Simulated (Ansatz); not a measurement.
# 1T-SiSTe monolayer in a perpendicular field, part 2 of 2

What dipole does a perpendicular field induce in the 1T-SiSTe monolayer? A positive field points along +c.

Ansatz 0.2.0; plane-wave DFT, PBE-D3(BJ), Ansatz PAW.

So far. Step 2 (Relaxing the slab): The lattice constant a goes from 3.361 to 3.489 Å.

### Step 3. Single point, field 0, start network

A sawtooth potential applies the field, turning back in the middle of the vacuum. With the dipole correction the typed value is the field outside the slab. The induced dipole is small, so the SCF threshold is tight.

The cell differs from the one that the last finished run ended in (c 35.605 → 21.017 Å).

The input, input.yaml:

```yaml
crystal:
  lattice:
    - [3.4893032718, 0.0, 0.0]
    - [-1.7446516359, 3.0218252748, 0.0]
    - [0.0, 0.0, 21.0171635727]
  atoms:
    - { symbol: Te, position: [0.6666666667, 0.3333333333, 0.4282214376] }
    - { symbol: Si, position: [0.0, 0.0, 0.5125918498] }
    - { symbol: S, position: [0.3333333333, 0.6666666667, 0.5717785624] }
kpoints:
  mp_grid: { grid: [18, 18, 1] }
  band_path:
    path: [[0, 0, 0], [0.5, 0, 0], [0.33333333, 0.33333333, 0], [0, 0, 0]]
    npoints: 16
hamiltonian:
  xc: pbe
  dispersion: d3bj
scf:
  occupations: { method: fermi_dirac, width: 0.02585 }
  convergence: { dr2_threshold: 1.0e-10 }
efield:
  axis: 3
  dipole_correction: true
  ramp_position: 0.97
  ramp_width: 0.06
  amplitude: 0
output:
  dos: { projected: true, e_range: [-6, 5] }
  write_potential: true
  write_density: true
  volumetric_format: npy
  elf: true
```

Launch:

```bash
ansatz run input.yaml --threads 2 --pin off --max-ram 3072MiB --backend cpu --events-out ev --progress --plain --runs-dir out
```

Numbers of over 12 decimals in the logs are rounded to 6 here.

The log of the run:

```text
[...]
Crystal: 3 atoms, lattice volume = 221.606 Å³
Basis set: ecut = 420 eV, 4289 PW (Γ)
Bands: 17, of which v1, the nominal top of the filled ones, is band 13 counted from 1 (12 counted from 0)
Symmetry: 6 space group operations
[...]
k-points: 37 of 324 (time reversal used)
[...]
SCF iter   1: F=—  HF=-8519.035908 eV  |F-HF|=—  |Δ(HF+E_count)|=         —  Δρ=1.59e-3  dr2=1.12e-2  ethr=1.77e-3  p=-0.059 e·Å  D=-4.83e-2 V/Å  ΔV_dip=1.02 eV  dr2_dipole=2.48e-3  V_vac-E_F(+/−)=5.00/3.98 eV  ⟨swp⟩=10.2  Hψ=4759  notcnv=0
efield: sawtooth ramp at fractional position 0.9700 (set: `efield.ramp_position`, or a place that a band, a saddle search or an elastic batch's reference lends), width 0.0600; the density the first Hamiltonian is built on has a dipole p = -0.059 e·Å; the dipole correction subtracts the counter field D = -4.83e-2 V/Å, which shifts the + side's vacuum level by +1.02 eV against the − side's; the planar-averaged density in the ramp window peaks in size at 9.3e-6 e/Å³
[...]
SCF iter   2: F=—  HF=-8519.037398 eV  |F-HF|=—  |Δ(HF+E_count)|=   1.49e-3  Δρ=7.82e-4  dr2=6.31e-3  ethr=4.30e-5  p=-0.034 e·Å  D=-2.79e-2 V/Å  ΔV_dip=0.59 eV  dr2_dipole=1.07e-3  V_vac-E_F(+/−)=4.93/4.34 eV  ⟨swp⟩=4.3  Hψ=1865  notcnv=0
[...]
SCF iter   9: F=-8519.036368 eV  HF=-8519.036368 eV  |F-HF|=5.46e-12  |Δ(HF+E_count)|=  3.46e-11  Δρ=1.01e-7  dr2=2.62e-11  ethr=1.00e-12  p=-0.040 e·Å  D=-3.25e-2 V/Å  ΔV_dip=0.68 eV  dr2_dipole=2.17e-12  V_vac-E_F(+/−)=4.93/4.24 eV  ⟨swp⟩=1.7  Hψ=1841  notcnv=0
SCF 1 converged in 9 iterations: F = -8519.036368 eV  dr2 = 2.62e-11
[...]
NSCF: frozen V_eff on 49 k-points
efield: sawtooth ramp at fractional position 0.9700 (kept from the solve that this one continues, or follows in the run), width 0.0600; the density the first Hamiltonian is built on has a dipole p = -0.040 e·Å; the dipole correction subtracts the counter field D = -3.25e-2 V/Å, which shifts the + side's vacuum level by +0.68 eV against the − side's; the planar-averaged density in the ramp window peaks in size at 3.3e-6 e/Å³
WARN: The output density's exchange-correlation potential varies sharply where the density is thin. Do not read a vacuum level from v_tot or v_xc, or from such a field of the output density. On a cell that repeats whose density bears no net charge and no dipole along the vacuum's axis use v_es (v_loc + v_h of the components); under efield.dipole_correction with no amplitude use v_es + v_field, which holds any externa [...]
SCF converged after 9 iterations
Free energy (F): -8519.036368 eV
[...]
Internal energy: -8519.034215 eV  (E = F + TS)
E sigma→0 (E₀):  -8519.035292 eV
Entropy (-TS):   -0.002153 eV (-0.718 meV/atom)
Fermi energy:    -0.526729 eV
Dipole field:    D = -0.032491 V/Å  (p = -0.039791 e·Å, saw-weighted, corrected)
Work function:   Φ+ = 4.9257 eV   Φ− = 4.2428 eV
Levels:          The Fermi level and band energies are counted from a zero that moves with the ramp; work functions are not
[...]
--- Band table (eV; the first three rows and the last of 37) ---
  k-point 0: bands = [... 9 lower, -3.1023, -3.1023, -0.0241, -0.0241, 0.4090, 2.6411, 2.9166, 2.9166]
  k-point 1: bands = [... 9 lower, -3.2646, -3.1734, -0.4327, -0.0578, 0.6753, 2.6772, 2.8567, 2.9717]
  k-point 2: bands = [... 9 lower, -3.3627, -3.2039, -1.2736, -0.1723, 1.0620, 2.4676, 3.0635, 3.1486]
  k-point 36: bands = [... 9 lower, -5.8583, -5.8431, -3.1621, -2.4712, -0.1023, 3.1527, 4.0147, 4.3865]
```

Run time: 24 s. Hardware: 2 threads of Intel Xeon at 2.50GHz (Skylake/Cascade Lake), shared host; peak memory 0.52 GiB; 47 s of CPU time.

Numbers from this step:

```yaml
energy_at_zero_smearing: -8519.0353 eV
work_function_upper_face: 4.926 eV
work_function_lower_face: 4.243 eV
dipole_along_the_normal: -0.03979 e·Å
step_between_the_vacuum_levels: 0.6829 eV
```

Running mean over a fixed 2.8 Å (it still follows the layers) of the planar mean; the ramp of the sawtooth is left out. The electron's electrostatic potential energy less the Fermi level by z:

| z (Å) | electron's electrostatic potential energy less the Fermi level (eV) |
| --- | --- |
| 2.92 | 4.24 |
| 3.36 | 4.24 |
| 3.79 | 4.24 |
| 4.09 | 4.24 |
| 4.52 | 4.24 |
| 4.96 | 4.24 |
| 5.40 | 4.23 |
| 5.84 | 4.19 |
| 6.13 | 4.11 |
| 6.57 | 3.79 |
| 7.01 | 2.79 |
| 7.44 | 1.68 |
| 7.88 | 0.905 |
| 8.32 | -0.397 |
| 8.61 | -1.29 |
| 9.05 | -2.73 |
| 9.49 | -4.48 |
| 9.92 | -5.47 |
| 10.36 | -6.49 |
| 10.65 | -7.22 |
| 11.09 | -7.51 |
| 11.53 | -6.89 |
| 11.97 | -5.17 |
| 12.41 | -2.81 |
| 12.70 | -1.35 |
| 13.14 | 0.709 |
| 13.57 | 2.67 |
| 14.01 | 4.16 |
| 14.45 | 4.73 |
| 14.89 | 4.88 |
| 15.18 | 4.91 |
| 15.62 | 4.92 |
| 16.05 | 4.92 |
| 16.49 | 4.93 |
| 16.93 | 4.93 |
| 17.22 | 4.93 |
| 17.66 | 4.93 |
| 18.10 | 4.93 |

The density of states has structure finer than the step of the table below, so its rows give means over 0.2 eV, whole bins alone (the curve runs from -6 to 1.99 eV). Peaks (eV: height): -3.99: 7.10, -2.66: 5.89, -2.22: 8.26, -1.92: 2.15, 0.48: 2.69, 1.55: 3.13.

The density of states by energy, zero at the Fermi level; means over each step:

| energy (eV) | density of states (states/eV a cell) |
| --- | --- |
| -5.8 | 0.779 |
| -5.6 | 1.08 |
| -5.4 | 1.57 |
| -5.2 | 1.41 |
| -5.0 | 1.62 |
| -4.8 | 1.45 |
| -4.6 | 1.44 |
| -4.4 | 1.52 |
| -4.2 | 2.23 |
| -4.0 | 3.80 |
| -3.8 | 1.66 |
| -3.6 | 1.21 |
| -3.4 | 0.996 |
| -3.2 | 0.866 |
| -3.0 | 0.866 |
| -2.8 | 2.09 |
| -2.6 | 3.12 |
| -2.4 | 1.38 |
| -2.2 | 4.17 |
| -2.0 | 1.31 |
| -1.8 | 1.70 |
| -1.6 | 1.37 |
| -1.4 | 1.04 |
| -1.2 | 1.02 |
| -1.0 | 1.09 |
| -0.8 | 0.893 |
| -0.6 | 0.968 |
| -0.4 | 1.01 |
| -0.2 | 1.01 |
| 0.0 | 1.02 |
| 0.2 | 1.15 |
| 0.4 | 1.54 |
| 0.6 | 1.57 |
| 0.8 | 0.964 |
| 1.0 | 0.833 |
| 1.2 | 0.895 |
| 1.4 | 0.834 |
| 1.6 | 1.39 |
| 1.8 | 0.0981 |

Projected DOS per atom over height of the atomic layer and energy from the Fermi level. Layers: Te Si S from below.

Values in states/eV, 22 rows by 3 columns, each cell a mean:
```
0.04 0.08 0.07
0.24 0.44 0.31
0.24 0.34 0.22
0.37 0.43 0.28
0.61 0.50 0.29
0.50 0.31 0.19
0.51 0.25 0.18
0.58 0.15 0.16
0.70 0.11 0.20
0.73 0.08 0.30
1.10 0.07 0.55
1.56 0.18 1.11
1.17 0.20 1.05
0.54 0.18 0.69
0.20 0.19 0.51
0.29 0.28 0.66
0.78 0.66 1.54
0.36 0.48 0.83
0.30 0.43 0.71
0.34 0.42 0.74
0.43 0.41 0.58
0.28 0.26 0.27
```
Columns: height of the atomic layer (Å) from 9 to 12.0 (not evenly spaced); rows upwards: energy from the Fermi level (eV) from -5.96 to 1.96.

Electronic bands along the path, in eV, zero at the Fermi level:

| point | band 10 | band 11 | band 12 | band 13 | band 14 | band 15 | band 16 | band 17 |
| --- | --- | --- | --- | --- | --- | --- | --- | --- |
| Γ | -2.58 | -2.58 | 0.50 | 0.50 | 0.94 | 3.17 | 3.44 | 3.44 |
| halfway | -3.50 | -3.19 | -2.30 | -0.23 | 0.79 | 3.20 | 4.34 | 4.40 |
| M | -4.13 | -3.89 | -2.27 | -0.91 | -0.75 | 2.61 | 3.82 | 4.22 |
| halfway | -5.25 | -4.06 | -2.38 | -2.05 | 0.40 | 3.56 | 3.79 | 4.39 |
| K | -5.33 | -5.32 | -2.64 | -1.94 | 0.42 | 3.68 | 4.54 | 4.91 |
| halfway | -4.73 | -2.94 | -2.38 | -1.30 | 1.55 | 3.38 | 3.83 | 4.53 |
| Γ | -2.58 | -2.58 | 0.50 | 0.50 | 0.94 | 3.17 | 3.44 | 3.44 |

The electronic bands as a text plot (rows in eV, shown from -8.0 to 3.4 only):

```
    3.2 |****  *******           **          ********************
    2.7 |    **       ***********
    2.3 |
    1.8 |    ***                                    *********
    1.3 |  **   ***                             ****         ***
    0.8 |**        *                         ***                *
    0.3 |*******    **            ***********               *****
   -0.1 |  *    ***** ***      ***                       *** **
   -0.6 |   *        **********                        **   *
   -1.1 |    **           *****                     ***   **
   -1.6 |      *               ***             *****     *
   -2.0 |       *   ***************************       ***
   -2.5 |***********               **********    ****************
   -3.0 |***********                         ****   **    *******
   -3.5 |   *    ****                            ***     *  *
   -3.9 |    ***     ****************          **      ** **
   -4.4 |       *              **    **      **       *  *
   -4.9 |        **              **    *  ***   *********
   -5.4 |          ***             *** *********   *
   -5.9 |             ***             ******    ***
   -6.3 |                ****  *******      ****
   -6.8 |**********          **                       ***********
   -7.3 |          **                              ***
   -7.8 |            ***                         **
         Γ                   M           K                      Γ
```

Electrostatic potential energy in the ca plane at fractional y = 0.000, with atoms of Si within 0.2 Å of it. With pseudopotentials it is smooth inside the atoms' cores, unlike the true potential.

Values in eV, 5 rows by 16 columns, each cell a mean:
```
  4   4   4   4   3   1  -7 -25 -10   3   4   4   4   4   4   4
  4   4   4   4   2  -5  -3  -6  -3   1   4   4   4   4   4   4
  4   4   4   4   1 -11  -5   0  -3   0   4   4   4   4   4   4
  4   4   4   4   2  -3  -3 -12  -4   2   4   4   4   4   4   4
  4   4   4   4   3   2  -8 -27 -13   3   4   4   4   4   4   4
```
Columns run along c (16.0 Å, from fractional 0.16 to 0.92 of the cell; values clipped at the 3rd and 97th percentile), rows up along a (3.5 Å). Atoms in or near the plane, at fractional coordinates: Si at (0.51, 0.00).

ELF in the ca plane at fractional y = 0.000, with atoms of Si within 0.2 Å of it. It is the smooth field of the valence electrons, not physical close to the nuclei.

Values, 5 rows by 16 columns, each cell a mean:
```
0.00 0.00 0.00 0.01 0.09 0.20 0.52 0.43 0.45 0.10 0.02 0.00 0.00 0.00 0.00 0.00
0.00 0.00 0.00 0.07 0.44 0.55 0.56 0.45 0.64 0.52 0.15 0.01 0.00 0.00 0.00 0.00
0.00 0.00 0.01 0.12 0.60 0.57 0.49 0.24 0.65 0.71 0.27 0.02 0.00 0.00 0.00 0.00
0.00 0.00 0.00 0.05 0.33 0.49 0.58 0.53 0.61 0.38 0.09 0.00 0.00 0.00 0.00 0.00
0.00 0.00 0.00 0.01 0.05 0.12 0.47 0.39 0.37 0.06 0.01 0.00 0.00 0.00 0.00 0.00
```
Columns run along c (16.0 Å, from fractional 0.16 to 0.92 of the cell), rows up along a (3.5 Å). Atoms in or near the plane, at fractional coordinates: Si at (0.51, 0.00).

Valence density in the ca plane at fractional y = 0.000, with atoms of Si within 0.2 Å of it. It is the smooth field of the valence electrons, not physical close to the nuclei.

Ten even steps from '0' (0.00 e/Å³) to '9' (0.52 e/Å³), each cell a mean:
```
00000000000000122475335421000000000000000000
00000000000001234567667531000000000000000000
00000000000012466655556653100000000000000000
00000000000014699643345775210000000000000000
00000000000024799743235775310000000000000000
00000000000013577654446664200000000000000000
00000000000012345566666542100000000000000000
00000000000001123566556521000000000000000000
00000000000000112465125421000000000000000000
```
Columns run along c (16.0 Å, from fractional 0.16 to 0.92 of the cell), rows up along a (3.5 Å). Atoms in or near the plane, at fractional coordinates: Si at (0.51, 0.00).

The work function of the upper face is 4.93 eV.

### Step 4. Single point, field 0.1 V/Å

Edit input.yaml of step 3 so:

```diff
@@ -23,7 +23,6 @@
   dipole_correction: true
-  ramp_position: 0.97
-  ramp_width: 0.06
-  amplitude: 0
+  ramp_position: 0.9286
+  ramp_width: 0.1427
+  amplitude: 0.1
 output:
-  dos: { projected: true, e_range: [-6, 5] }
   write_potential: true
@@ -31,2 +30 @@
   volumetric_format: npy
-  elf: true
```

The log of the run:

```text
[...]
Crystal: 3 atoms, lattice volume = 221.606 Å³
Basis set: ecut = 420 eV, 4289 PW (Γ)
Bands: 17, of which v1, the nominal top of the filled ones, is band 13 counted from 1 (12 counted from 0)
Symmetry: 6 space group operations
[...]
k-points: 37 of 324 (time reversal used)
[...]
--- Band table (eV; the first three rows and the last of 37) ---
  k-point 0: bands = [... 9 lower, -3.1111, -3.1111, -0.0426, -0.0426, 0.3959, 2.5270, 2.9018, 2.9018]
  k-point 1: bands = [... 9 lower, -3.2785, -3.1823, -0.4513, -0.0763, 0.6617, 2.5849, 2.8099, 2.9570]
  k-point 2: bands = [... 9 lower, -3.3719, -3.2176, -1.2922, -0.1907, 1.0468, 2.4313, 2.9485, 3.1340]
  k-point 36: bands = [... 9 lower, -5.8719, -5.8582, -3.1720, -2.4929, -0.1198, 3.1312, 4.0032, 4.3694]
[key lines of the parts left out:]
SCF converged after 10 iterations
Free energy (F): -8519.033953 eV
Fermi energy:    -0.542092 eV
Dipole field:    D = -0.006941 V/Å  (p = -0.008500 e·Å, saw-weighted, corrected)
```

Elapsed: 23 s, on 2 threads; peak memory 0.51 GiB; 45 s of CPU time.

The dipole is -0.00850 e·Å, 0.0313 e·Å from its value without field.

### Step 5. Single point, field -0.1 V/Å

Edit input.yaml of step 4 so:

```diff
@@ -25,3 +25,3 @@
   ramp_width: 0.1427
-  amplitude: 0.1
+  amplitude: -0.1
 output:
```

The log of the run:

```text
[...]
Crystal: 3 atoms, lattice volume = 221.606 Å³
Basis set: ecut = 420 eV, 4289 PW (Γ)
Bands: 17, of which v1, the nominal top of the filled ones, is band 13 counted from 1 (12 counted from 0)
Symmetry: 6 space group operations
[...]
k-points: 37 of 324 (time reversal used)
[...]
--- Band table (eV; the first three rows and the last of 37) ---
  k-point 0: bands = [... 9 lower, -3.0945, -3.0945, -0.0066, -0.0066, 0.4206, 2.7313, 2.9306, 2.9306]
  k-point 1: bands = [... 9 lower, -3.2517, -3.1654, -0.4150, -0.0403, 0.6874, 2.7295, 2.9167, 2.9856]
  k-point 2: bands = [... 9 lower, -3.3545, -3.1911, -1.2559, -0.1548, 1.0756, 2.4930, 3.1599, 3.1623]
  k-point 36: bands = [... 9 lower, -5.8456, -5.8288, -3.1531, -2.4504, -0.0857, 3.1729, 4.0247, 4.4023]
[key lines of the parts left out:]
SCF converged after 10 iterations
Free energy (F): -8519.041911 eV
Fermi energy:    -0.512311 eV
Dipole field:    D = -0.058022 V/Å  (p = -0.071058 e·Å, saw-weighted, corrected)
```

Run time: 25 s. Hardware: 2 threads; peak memory 0.51 GiB; 50 s of CPU time.

The dipole is -0.0711 e·Å, -0.0313 e·Å from its value without field.

### Step 6. Response, atoms held

This step: plane-wave DFT, PBE-D3(BJ), Ansatz PAW; response to a field along the normal, atoms held (Ansatz 0.2.0).

The dipoles give the slope, and the difference of two potentials shows where the field is screened.

Numbers from this step:

* equivalent conductor thickness p/(ε₀AE): 5.368 Å
* distance between the outer atoms: 3.017 Å

Dipole of the cell against applied field:

| applied field (V/Å) | dipole of the cell (e·Å) |
| --- | --- |
| -0.1000 | -0.0711 |
| 0.0000 | -0.0398 |
| 0.1000 | -0.00850 |

Local field over the applied field, running mean. From the potentials at -0.1 and 0.1 V/Å; running mean over 2.5 Å. Local field over applied field against z:

| z (Å) | local field over applied field |
| --- | --- |
| 4.09 | 0.999 |
| 4.38 | 0.998 |
| 4.82 | 0.995 |
| 5.11 | 0.990 |
| 5.55 | 0.975 |
| 5.84 | 0.956 |
| 6.13 | 0.924 |
| 6.57 | 0.841 |
| 6.86 | 0.760 |
| 7.15 | 0.664 |
| 7.59 | 0.509 |
| 7.88 | 0.404 |
| 8.32 | 0.254 |
| 8.61 | 0.165 |
| 8.90 | 0.0955 |
| 9.34 | 0.0437 |
| 9.63 | 0.0359 |
| 9.92 | 0.0331 |
| 10.36 | 0.0286 |
| 10.65 | 0.0323 |
| 11.09 | 0.0557 |
| 11.38 | 0.0823 |
| 11.68 | 0.119 |
| 12.11 | 0.204 |
| 12.41 | 0.286 |
| 12.70 | 0.384 |
| 13.14 | 0.542 |
| 13.43 | 0.645 |
| 13.87 | 0.786 |
| 14.16 | 0.862 |
| 14.45 | 0.917 |
| 14.89 | 0.965 |
| 15.18 | 0.981 |
| 15.47 | 0.990 |
| 15.91 | 0.996 |
| 16.20 | 0.998 |
| 16.64 | 0.999 |
| 16.93 | 1.000 |

Electrons, planar mean, per unit field. The induced electron density by z:

z (Å), induced electron density (e/Å³ per V/Å) and a bar from the least value:
```
     4.09    0.00000 ###############
     4.38    0.00001 ###############
     4.82    0.00002 ###############
     5.11    0.00004 ###############
     5.55    0.00012 ###############
     5.84    0.00021 ################
     6.13    0.00038 ################
     6.57    0.00086 ##################
     6.86    0.00143 #####################
     7.15    0.00223 ########################
     7.59    0.00347 ##############################
     7.88    0.00354 ##############################
     8.32    0.00157 #####################
     8.61    0.00067 ##################
     8.90    0.00061 #################
     9.34    0.00054 #################
     9.63    0.00047 #################
     9.92   -0.00054 ############
    10.36   -0.00126 #########
    10.65   -0.00024 ##############
    11.09    0.00107 ###################
    11.38    0.00035 ################
    11.68   -0.00077 ###########
    12.11   -0.00107 ##########
    12.41   -0.00175 #######
    12.70   -0.00307 #
    13.14   -0.00340 
    13.43   -0.00254 ####
    13.87   -0.00127 #########
    14.16   -0.00073 ############
    14.45   -0.00041 #############
    14.89   -0.00016 ##############
    15.18   -0.00008 ##############
    15.47   -0.00004 ###############
    15.91   -0.00002 ###############
    16.20   -0.00001 ###############
    16.64    0.00000 ###############
    16.93    0.00000 ###############
```

By hand: between -0.1 and 0.1 V/Å the dipole changes by 0.06256 e·Å, a slope of 0.3128 e·Å²/V. A perfect conductor of thickness t has p = ε₀AEt, so t = 180.95 × 0.3128 / 10.544 = 5.37 Å (e/ε₀ = 180.95 V·Å, A in Å²).

The induced dipole is that of a conductor 5.37 Å thick.

### Step 7. Summary of results

- gap without field: none
- work function, upper face: 4.93 eV
- step between the vacuum levels: 0.683 eV
- equivalent conductor thickness, atoms held: 5.37 Å

What this shows: The induced dipole equals that of a perfect conductor 5.37 Å thick, while the outer atoms lie 3.02 Å apart. The two faces differ: the vacuum level above lies 0.68 eV higher than the one below. There is no gap over 0.03 eV, with or without the field. Spin-orbit coupling is left out, which matters for the bands of elements this heavy.

[Logs are printed without paths, hosts, clocks, repeated set-up lines and the standing remarks that a program may print on its own settings, such as how far it seeks lower states.]

[Hosts, paths, dates, database ids (printed as entryN), source tags and the programs' standing remarks are cut or masked in the printed files.]

[Maps of the electrostatic potential energy from Ansatz leave out the sawtooth potential of an applied field or a dipole correction, so their vacuum need not be flat; planar profiles and work functions include it.]

[The density of states shown here was stored with 400 of the rows of the run's finer table, so its peaks can read low, often by over a quarter, or be missed, and its means over a window can be off by a tenth or more.]
